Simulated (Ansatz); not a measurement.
# SrO (P6_3/mmc, relaxed from the wurtzite prototype): from bands to localised orbitals

Where do the localised orbitals of SrO (P6_3/mmc, relaxed from the wurtzite prototype) sit, how far are they spread, and how do the settings change that? Plan: PBE, anion s p, 6×6×4; PBE, anion s p, 6×6×2; PBE, anion p, 6×6×4; PBE, cation s and anion p, disentangled, 6×6×4; r2SCAN, anion s p, 6×6×4; r2SCAN, anion p, 6×6×4; r2SCAN, cation s and anion p, disentangled, 6×6×4; HSE06, anion s p, 6×6×4; HSE06, anion p, 6×6×4 (level, trial orbitals, Wannier mesh).

Method: plane waves, PAW, in Ansatz 0.2.0.

1 further run of the same task is left out (it didn't finish). Runs told in other sessions of the task aren't counted.

### 1 The starting structure

The structure is hexagonal, space group P6_3/mmc (No. 194). The conventional cell has a = 4.270 Å, b = 4.270 Å, c = 5.144 Å, α = 90.00°, β = 90.00°, γ = 120.00°. Sr (site symmetry -6m2) has 5 O at 2.47 to 2.57 Å in its first shell of neighbours. O (site symmetry -6m2) is surrounded by 5 Sr at 2.47 to 2.57 Å.

Structure file:

```
Sr O
1.0
     4.27003    0.00000    0.00000
    -2.13502    3.69796    0.00000
     0.00000    0.00000    5.14445
Sr O
2 2
Direct
  0.33333 0.66667 0.93750
  0.66667 0.33333 0.43750
  0.33333 0.66667 0.43750
  0.66667 0.33333 0.93750
```

The cell was relaxed beforehand with r2SCAN; those runs aren't shown.

### 2 PBE, anion s p, 6×6×4

input.yaml

```yaml
crystal:
  lattice:
    - [4.2700309501, 0.0, 0.0]
    - [-2.135015475, 3.6979552777, 0.0]
    - [0.0, 0.0, 5.1444468281]
  atoms:
    - { symbol: Sr, position: [0.3333333333, 0.6666666667, -0.0625] }
    - { symbol: Sr, position: [0.6666666667, 0.3333333333, 0.4375] }
    - { symbol: O, position: [0.3333333333, 0.6666666667, 0.4375] }
    - { symbol: O, position: [0.6666666667, 0.3333333333, 0.9375] }
kpoints:
  mp_grid: { grid: [6, 6, 4] }
  band_path:
    path:
      - [[0.0, 0.0, 0.0], [0.5, 5.75238783699e-17, 0.0], [0.3333333333333, 0.3333333333333, 0.0], [0.0, 0.0, 0.0], [0.0, 0.0, 0.5], [0.5, 5.75238783699e-17, 0.5], [0.3333333333333, 0.3333333333333, 0.5], [0.0, 0.0, 0.5]]
      - [[0.5, 5.75238783699e-17, 0.5], [0.5, 5.75238783699e-17, 0.0]]
      - [[0.3333333333333, 0.3333333333333, 0.5], [0.3333333333333, 0.3333333333333, 0.0]]
    npoints: 10
hamiltonian:
  xc: pbe
scf:
  occupations: { method: fixed }
  n_extra_bands: 6
output:
  forces: false
  stress: false
  eigenvalues: true
  wannier:
    kmesh: [6, 6, 4]
    projections: [{ species: O, l: s, shell: 2 }, { species: O, l: p, shell: 2 }]
    minimise: true
    write_hr: true
    conv_tol: 1.0e-08
    max_iter: 3000
```

Run with:

```
> ansatz run input.yaml --threads 4 --pin off --max-ram 3686MiB --backend cpu --events-out ev --progress --plain --runs-dir out
```

The runs that follow: PBE, anion s p, 6×6×2; PBE, anion p, 6×6×4; PBE, cation s and anion p, disentangled, 6×6×4; r2SCAN, anion s p, 6×6×4; r2SCAN, anion p, 6×6×4; r2SCAN, cation s and anion p, disentangled, 6×6×4; HSE06, anion s p, 6×6×4; HSE06, anion p, 6×6×4.

Q: Predict the results of all the runs planned. Wanted: total spread, PBE, anion s p, 6×6×4; total spread, PBE, anion s p, 6×6×2; total spread, PBE, anion p, 6×6×4; total spread, PBE, cation s and anion p, disentangled, 6×6×4; total spread, r2SCAN, anion s p, 6×6×4; total spread, r2SCAN, anion p, 6×6×4; total spread, r2SCAN, cation s and anion p, disentangled, 6×6×4; total spread, HSE06, anion s p, 6×6×4; total spread, HSE06, anion p, 6×6×4.

The runs gave:

| quantity | value |
| --- | --- |
| total spread, PBE, anion s p, 6×6×4 | 13.79 Å² over 8 functions |
| total spread, PBE, anion s p, 6×6×2 | 12.86 Å² over 8 functions |
| total spread, PBE, anion p, 6×6×4 | 8.09 Å² over 6 functions |
| total spread, PBE, cation s and anion p, disentangled, 6×6×4 | 13.04 Å² over 8 functions |
| total spread, r2SCAN, anion s p, 6×6×4 | 12.20 Å² over 8 functions |
| total spread, r2SCAN, anion p, 6×6×4 | 7.82 Å² over 6 functions |
| total spread, r2SCAN, cation s and anion p, disentangled, 6×6×4 | 12.49 Å² over 8 functions |
| total spread, HSE06, anion s p, 6×6×4 | 11.70 Å² over 8 functions |
| total spread, HSE06, anion p, 6×6×4 | 7.68 Å² over 6 functions |
| centres of the first set | 0.21 Å from the nearest atom |

With PBE, anion s p, 6×6×4 the 8 functions move off the atoms, with a mean spread of 1.72 Å²; 96 % of the total is gauge invariant. On one set and mesh the functional gives 13.79 (PBE), 12.20 (r2SCAN), 11.70 (HSE06) Å². The disentangled models miss some band by up to 1.5 eV, which may lie outside their frozen windows.
